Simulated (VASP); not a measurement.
# BN (F-43m) in VASP: further runs

One crystal, BN, is run at these levels: AM05, r2SCAN, SCAN, rSCAN; tasks: band structure.

All numbers are computed with VASP 6.6.1; they aren't measurements. Logs are shortened: lines on timing, memory, paths and dates and some standing lists are left out, and cuts for length are marked.

**Measured values to compare with.**

From a printed reference work, monograph, for a bulk crystal of BN at 300 K: band gap 6.4 eV (indirect).

How close the calculation comes is told below.

**1. The crystal as given**

Symmetry: F-43m, No. 216, cubic system. The conventional cell has a = 3.626 Å, b = 3.626 Å, c = 3.626 Å, α = 90.00°, β = 90.00°, γ = 90.00°. N (site symmetry -43m) has 4 B at 1.57 Å as nearest neighbours. B (site symmetry -43m) is surrounded by 4 N at 1.57 Å.

The cell is a database's computed one.

**2. Band structure, AM05**

POSCAR reads:

```
BN
1.0
    0.0000000000      1.8130010000      1.8130010000
    1.8130010000      0.0000000000      1.8130010000
    1.8130010000      1.8130010000      0.0000000000
N B
1 1
Direct
    0.2500000000      0.2500000000      0.2500000000
    0.0000000000      0.0000000000      0.0000000000
```

INCAR.step1 reads:

```
ALGO = Fast
EDIFF = 1E-6
ENCUT = 520
GGA = AM
ISIF = 2
ISMEAR = -1
LASPH = True
LCHARG = True
LREAL = False
LWAVE = False
NBANDS = 11
NELM = 60
PREC = Accurate
SIGMA = 0.05
```

KPOINTS.step1 reads:

```
k-points
0
Gamma
  13 13 13
```

INCAR.step2 reads:

```
ALGO = Fast
EDIFF = 1E-6
ENCUT = 520
GGA = AM
ICHARG = 11
ISIF = 2
ISMEAR = 0
LASPH = True
LCHARG = False
LREAL = False
LWAVE = False
NBANDS = 11
NELM = 60
PREC = Accurate
SIGMA = 0.05
```

KPOINTS.step2 reads:

```
path GXWKGLUWLK,UX
20
line-mode
reciprocal
 0.0000000000  0.0000000000  0.0000000000  G
 0.5000000000  0.0000000000  0.5000000000  X

 0.5000000000  0.0000000000  0.5000000000  X
 0.5000000000  0.2500000000  0.7500000000  W

 0.5000000000  0.2500000000  0.7500000000  W
 0.3750000000  0.3750000000  0.7500000000  K

 0.3750000000  0.3750000000  0.7500000000  K
 0.0000000000  0.0000000000  0.0000000000  G

 0.0000000000  0.0000000000  0.0000000000  G
 0.5000000000  0.5000000000  0.5000000000  L

 0.5000000000  0.5000000000  0.5000000000  L
 0.6250000000  0.2500000000  0.6250000000  U

 0.6250000000  0.2500000000  0.6250000000  U
 0.5000000000  0.2500000000  0.7500000000  W

 0.5000000000  0.2500000000  0.7500000000  W
 0.5000000000  0.5000000000  0.5000000000  L

 0.5000000000  0.5000000000  0.5000000000  L
 0.3750000000  0.3750000000  0.7500000000  K

 0.6250000000  0.2500000000  0.6250000000  U
 0.5000000000  0.0000000000  0.5000000000  X
```

Potentials or basis: VASP PAW PBE potentials, release 64 (N, B).

Run with:

```console
$ cat potpaw_PBE.64/N/POTCAR potpaw_PBE.64/B/POTCAR > POTCAR
$ cp INCAR.step1 INCAR
$ cp KPOINTS.step1 KPOINTS
$ mpirun -np 1 vasp_std > vasp.out
$ cp INCAR.step2 INCAR
$ cp KPOINTS.step2 KPOINTS
$ mpirun -np 1 vasp_std > vasp.out
```

OUTCAR:

```text
EDIFF = 1E-6
   ENCUT = 520
   GGA = AM
   ICHARG = 11
   ISIF = 2
   ISMEAR = 0
   LASPH = True
   LREAL = False
   NELM = 60
   PREC = Accurate

 ion  position               nearest neighbor table
   1  0.250  0.250  0.250-   2 1.57   2 1.57   2 1.57   2 1.57
   2  0.000  0.000  0.000-   1 1.57   1 1.57   1 1.57   1 1.57

  LATTYP: Found a face centered cubic cell.
 ALAT       =     3.6260020000

  Lattice vectors:

 A1 = (   0.0000000000,   1.8130010000,   1.8130010000)
 A2 = (   1.8130010000,   0.0000000000,   1.8130010000)
 A3 = (   1.8130010000,   1.8130010000,   0.0000000000)

Analysis of symmetry for initial positions (statically):
=====================================================================
 Subroutine PRICEL returns:
 Original cell was already a primitive cell.

 Routine SETGRP: Setting up the symmetry group for a
 face centered cubic supercell.

 Subroutine GETGRP returns: Found 24 space group operations
 (whereof 24 operations were pure point group operations)
 out of a pool of 48 trial point group operations.

The static configuration has the point symmetry T_d .

Analysis of symmetry for dynamics (positions and initial velocities):
=====================================================================
 Subroutine PRICEL returns:
 Original cell was already a primitive cell.

 Routine SETGRP: Setting up the symmetry group for a
 face centered cubic supercell.

 Subroutine GETGRP returns: Found 24 space group operations
 (whereof 24 operations were pure point group operations)
 out of a pool of 48 trial point group operations.

The dynamic configuration has the point symmetry T_d .

 Subroutine INISYM returns: Found 24 space group operations
 (whereof 24 operations are pure point group operations),
 and found     1 'primitive' translations

----------------------------------------------------------------------------------------

                                     Primitive cell

  volume of cell :      11.9186

  direct lattice vectors                    reciprocal lattice vectors
     0.000000000  1.813001000  1.813001000    -0.275785838  0.275785838  0.275785838
     1.813001000  0.000000000  1.813001000     0.275785838 -0.275785838  0.275785838
     1.813001000  1.813001000  0.000000000     0.275785838  0.275785838 -0.275785838

  length of vectors
     2.563970603  2.563970603  2.563970603     0.477675083  0.477675083  0.477675083

  position of ions in fractional coordinates (direct lattice)
     0.250000000  0.250000000  0.250000000
     0.000000000  0.000000000  0.000000000

  ion indices of the primitive-cell ions
   primitive index   ion index
                 1           1
                 2           2

----------------------------------------------------------------------------------------

 KPOINTS: path GXWKGLUWLK,UX

Interpolating k-points between supplied coordinates.

 Line segments in fractional coordinates (reciprocal lattice):
    0.000000  0.000000  0.000000  ...  0.500000  0.000000  0.500000
    0.500000  0.000000  0.500000  ...  0.500000  0.250000  0.750000
    0.500000  0.250000  0.750000  ...  0.375000  0.375000  0.750000
    0.375000  0.375000  0.750000  ...  0.000000  0.000000  0.000000
    0.000000  0.000000  0.000000  ...  0.500000  0.500000  0.500000
    0.500000  0.500000  0.500000  ...  0.625000  0.250000  0.625000
    0.625000  0.250000  0.625000  ...  0.500000  0.250000  0.750000
    0.500000  0.250000  0.750000  ...  0.500000  0.500000  0.500000
    0.500000  0.500000  0.500000  ...  0.375000  0.375000  0.750000
    0.625000  0.250000  0.625000  ...  0.500000  0.000000  0.500000

 Generated    20 points on each line segment, for a total of    200 k-points:

 Following reciprocal coordinates:
            Coordinates               Weight
  0.000000  0.000000  0.000000      0.005000
  0.026316  0.000000  0.026316      0.005000
  0.052632  0.000000  0.052632      0.005000
  0.078947  0.000000  0.078947      0.005000
  0.105263  0.000000  0.105263      0.005000
  0.131579  0.000000  0.131579      0.005000
[... 16 lines left out ...]
  0.500000  0.026316  0.526316      0.005000
  0.500000  0.039474  0.539474      0.005000
 [... further k-points ...]
   k-points           NKPTS =    200   k-points in BZ     NKDIM =    200   number of bands    NBANDS=     11
   number of dos      NEDOS =    301   number of ions     NIONS =      2
   total plane-waves  NPLWV =   8000
   dimension x,y,z NGX =    20 NGY =   20 NGZ =   20
   dimension x,y,z NGXF=    40 NGYF=   40 NGZF=   40
   ions per type =               1   1
   NGX,Y,Z   is equivalent  to a cutoff of  12.97, 12.97, 12.97 a.u.
   NGXF,Y,Z  is equivalent  to a cutoff of  25.94, 25.94, 25.94 a.u.
 SYSTEM =  unknown system
   PREC   = accura    normal or accurate (medium, high low for compatibility)
   ISTART =      0    job   : 0-new  1-cont  2-samecut
   ICHARG =     11    charge: 1-file 2-atom 10-const
   ISPIN  =      1    spin polarized calculation?
   LNONCOLLINEAR =      F non collinear calculations
   LSORBIT =      F    spin-orbit coupling
   LASPH  =      T    aspherical Exc in radial PAW
   ENCUT  =  520.0 eV  38.22 Ry    6.18 a.u.   4.77  4.77  4.77*2*pi/ulx,y,z
   NELM   =     60;   NELMIN=  2; NELMDL=  0     # of ELM steps
   EDIFF  = 0.1E-05   stopping-criterion for ELM
   LREAL  =      F    real-space projection
   EDIFFG = 0.1E-04   stopping-criterion for IOM
   NSW    =      0    number of steps for IOM
   IBRION =     -1    ionic relax: 0-MD 1-quasi-New 2-CG
   NFREE  =      0    steps in history (QN), initial steepest desc. (CG)
   ISIF   =      2    stress and relaxation
   ISYM   =      2    0-nonsym 1-usesym 2-fastsym
   POTIM  = 0.5000    time-step for ionic-motion
   TEBEG  =    0.0;   TEEND  =   0.0 temperature during run
   PSTRESS=    0.0 pullay stress
   NELECT =       8.0000    total number of electrons
   NUPDOWN=      -1.0000    fix difference up-down
   EMIN   =  10.00;   EMAX   =-10.00  energy-range for DOS
   EFERMI =   0.00;   METHOD = LEGACY
   ISMEAR =     0;   SIGMA  =   0.05  broadening in eV -4-tet -1-fermi 0-gaus
   EFERMI_NEDOS =   21; number of points for ismear=-14 and -15
   IALGO  =     68    algorithm
   IMIX   =      4    mixing-type and parameters
     AMIX     =   0.40;   BMIX     =  1.00
     AMIX_MAG =   1.60;   BMIX_MAG =  1.00
  volume/ion in A,a.u.               =       5.96        40.22
  Fermi-wavevector in a.u.,A,eV,Ry     =   1.433387  2.708709 27.954506  2.054598
  Thomas-Fermi vector in A             =   2.552911
   LORBIT       =      0    0 simple, 1 ext, 2 COOP (PROOUT), +10 PAW based schemes
   GGA     = AM    functional components
   LHFCALC =     F    Hartree Fock is set to
   AEXX    =    0.0000 exact exchange contribution
   IVDW    =     0    specifies the selected vdW correction
   LEPSILON=     F    determine dielectric tensor
   LRPA    =     F    only Hartree local field effects (RPA)
 non-spin polarized calculation
 RMM-DIIS sequential band-by-band and
 Gauss-broadening in eV      SIGMA  =   0.05
  energy-cutoff  :      520.00
  volume of cell :       11.92
 maximum number of plane-waves:       332
 NGX is ok and might be reduce to    20

 number of electron       7.9999999 magnetization

 Free energy of the ion-electron system (eV)
  ---------------------------------------------------
  ext. energy  EPLUGINS =         0.00000000
  ---------------------------------------------------
  free energy    TOTEN  =       -18.70494714 eV

  energy without entropy =      -18.70494714  energy(sigma->0) =      -18.70494714

 E-fermi :   7.5029     XC(G=0): -12.9355

 val. band max:        7.2814082976   @ k =   0.0000   0.0000   0.0000
 cond. band min:      11.5640661074   @ k =   0.5000   0.0000   0.5000
 fundamental gap:      4.2826578099
 Fermi energy:         7.5029211602

 k-point     1 :       0.0000    0.0000    0.0000
  band No.  band energies     occupation
      1     -12.8378      2.00000
      2       7.2814      2.00000
      3       7.2814      2.00000
      4       7.2814      2.00000
      5      15.9836      0.00000
      6      15.9836      0.00000
      7      15.9836      0.00000
      8      17.4767      0.00000
      9      31.7221      0.00000
     10      34.8304      0.00000
     11      34.8344      0.00000

 k-point     2 :       0.0263    0.0000    0.0263
  band No.  band energies     occupation
      1     -12.8153      2.00000
      2       7.2192      2.00000
      3       7.2215      2.00000
      4       7.2215      2.00000
      5      15.9407      0.00000
      6      16.0621      0.00000
      7      16.0621      0.00000
      8      17.5523      0.00000
      9      31.6751      0.00000
     10      33.6071      0.00000
     11      34.8698      0.00000

 k-point     3 :       0.0526    0.0000    0.0526
  band No.  band energies     occupation
      1     -12.7480      2.00000
      2       7.0374      2.00000
      3       7.0490      2.00000
      4       7.0490      2.00000
      5      15.8264      0.00000
      6      16.2901      0.00000
      7      16.2901      0.00000
      8      17.7582      0.00000
      9      31.2280      0.00000
     10      32.6485      0.00000
     11      34.9552      0.00000

 k-point     4 :       0.0789    0.0000    0.0789
  band No.  band energies     occupation
      1     -12.6359      2.00000
      2       6.7484      2.00000
      3       6.7833      2.00000
      4       6.7833      2.00000
      5      15.6641      0.00000
      6      16.6480      0.00000
      7      16.6480      0.00000
      8      18.0513      0.00000
      9      30.0607      0.00000
     10      32.5322      0.00000
     11      35.1182      0.00000

 k-point     5 :       0.1053    0.0000    0.1053
  band No.  band energies     occupation
      1     -12.4798      2.00000
      2       6.3691      2.00000
      3       6.4488      2.00000
      4       6.4488      2.00000
      5      15.4679      0.00000
      6      17.1104      0.00000
      7      17.1104      0.00000
      8      18.3855      0.00000
      9      28.7600      0.00000
     10      32.7114      0.00000
     11      35.3304      0.00000
[... 211 lines left out ...]
 k-point    21 :       0.5000    0.0000    0.5000
  band No.  band energies     occupation
      1      -7.2407      2.00000
      2      -1.6155      2.00000
      3       2.3800      2.00000
      4       2.3800      2.00000
      5      11.5641      0.00000
      6      16.3540      0.00000
      7      25.0133      0.00000
      8      25.0133      0.00000
      9      27.7809      0.00000
     10      34.2663      0.00000
     11      40.6191      0.00000

 k-point    22 :       0.5000    0.0132    0.5132
  band No.  band energies     occupation
      1      -7.2387      2.00000
      2      -1.6108      2.00000
      3       2.3666      2.00000
      4       2.3697      2.00000
      5      11.5908      0.00000
      6      16.3741      0.00000
      7      24.9942      0.00000
      8      25.0099      0.00000
      9      27.7698      0.00000
     10      34.2498      0.00000
     11      40.5796      0.00000

 k-point    23 :       0.5000    0.0263    0.5263
  band No.  band energies     occupation
      1      -7.2328      2.00000
      2      -1.5966      2.00000
      3       2.3270      2.00000
      4       2.3389      2.00000
      5      11.6704      0.00000
      6      16.4343      0.00000
      7      24.9371      0.00000
      8      24.9996      0.00000
      9      27.7366      0.00000
     10      34.2016      0.00000
     11      40.5100      0.00000

 k-point    24 :       0.5000    0.0395    0.5395
  band No.  band energies     occupation
      1      -7.2228      2.00000
      2      -1.5730      2.00000
      3       2.2630      2.00000
      4       2.2882      2.00000
      5      11.8008      0.00000
      6      16.5337      0.00000
      7      24.8417      0.00000
      8      24.9817      0.00000
      9      27.6824      0.00000
     10      34.1246      0.00000
     11      40.1625      0.00000

 [... further k-points ...]

------------------------ aborting loop because EDIFF is reached ----------------------------------------

  FORCE on cell =-STRESS in cart. coord.  units (eV):
  Direction    XX          YY          ZZ          XY          YZ          ZX
  --------------------------------------------------------------------------------------
  -------------------------------------------------------------------------------------
  Total       -1.1219693     -1.1219693     -1.1219693     -0.0000000     -0.0000000      0.0000000
  in kB     -150.8229528   -150.8229528   -150.8229528     -0.0000000     -0.0000000      0.0000000
  external PRESSURE =    -150.8229528 kB  Pullay stress =       0.0000000 kB

 VOLUME and BASIS-vectors are now :
 -----------------------------------------------------------------------------
  energy-cutoff  :      520.00
  volume of cell :       11.92
      direct lattice vectors                 reciprocal lattice vectors
     0.000000000  1.813001000  1.813001000    -0.275785838  0.275785838  0.275785838
     1.813001000  0.000000000  1.813001000     0.275785838 -0.275785838  0.275785838
     1.813001000  1.813001000  0.000000000     0.275785838  0.275785838 -0.275785838

 POSITION                                       TOTAL-FORCE (eV/Angst)
 -----------------------------------------------------------------------------------
      0.90650      0.90650      0.90650         0.000000      0.000000      0.000000
      0.00000      0.00000      0.00000        -0.000000     -0.000000     -0.000000
 -----------------------------------------------------------------------------------
    total drift:                                0.000000      0.000000      0.000000

  FREE ENERGIE OF THE ION-ELECTRON SYSTEM (eV)
  ---------------------------------------------------
  free  energy   TOTEN  =       -18.7049471432 eV

  energy  without entropy=      -18.7049471432  energy(sigma->0) =      -18.70494714
```

It took 21 s on 1 thread of Intel Xeon Platinum 8259CL at 2.50GHz (Skylake/Cascade Lake), shared host; peak memory 0.13 GiB.

Results:

| Property | Result |
| --- | --- |
| Band gap on the k mesh | 4.36 eV, indirect (least direct gap 8.70 eV) |
| Band gap along the path | 4.28 eV, indirect (least direct gap 8.70 eV) |

Levels at the corners of the path, in eV from the valence-band top:
```tsv
point	band 1	band 2	band 3	band 4	band 5	band 6	band 7	band 8
Γ	-20.12	0.00	0.00	0.00	8.70	8.70	8.70	10.20
X	-14.52	-8.90	-4.90	-4.90	4.28	9.07	17.73	17.73
X	-14.52	-8.90	-4.90	-4.90	4.28	9.07	17.73	17.73
W	-14.20	-7.55	-6.98	-6.53	9.40	13.16	14.30	14.53
W	-14.20	-7.55	-6.98	-6.53	9.40	13.16	14.30	14.53
K	-14.43	-8.10	-7.69	-4.07	6.73	12.70	15.65	16.51
K	-14.43	-8.10	-7.69	-4.07	6.73	12.70	15.65	16.51
Γ	-20.12	0.00	0.00	0.00	8.70	8.70	8.70	10.20
Γ	-20.12	0.00	0.00	0.00	8.70	8.70	8.70	10.20
L	-15.89	-10.69	-1.94	-1.94	10.03	10.56	10.56	15.00
L	-15.89	-10.69	-1.94	-1.94	10.03	10.56	10.56	15.00
U	-14.43	-8.10	-7.69	-4.07	6.73	12.70	15.65	16.51
U	-14.43	-8.10	-7.69	-4.07	6.73	12.70	15.65	16.51
W	-14.20	-7.55	-6.98	-6.53	9.40	13.16	14.30	14.53
W	-14.20	-7.55	-6.98	-6.53	9.40	13.16	14.30	14.53
L	-15.89	-10.69	-1.94	-1.94	10.03	10.56	10.56	15.00
L	-15.89	-10.69	-1.94	-1.94	10.03	10.56	10.56	15.00
K	-14.43	-8.10	-7.69	-4.07	6.73	12.70	15.65	16.51
U	-14.43	-8.10	-7.69	-4.07	6.73	12.70	15.65	16.51
X	-14.52	-8.90	-4.90	-4.90	4.28	9.07	17.73	17.73
```

Caveat: the log is that of the step along the path at fixed density, whose energy, stress, charges and moments have no meaning; the PAW data sets were made with another functional, which shifts forces and pressure a little.

[end of part 1 of 2]
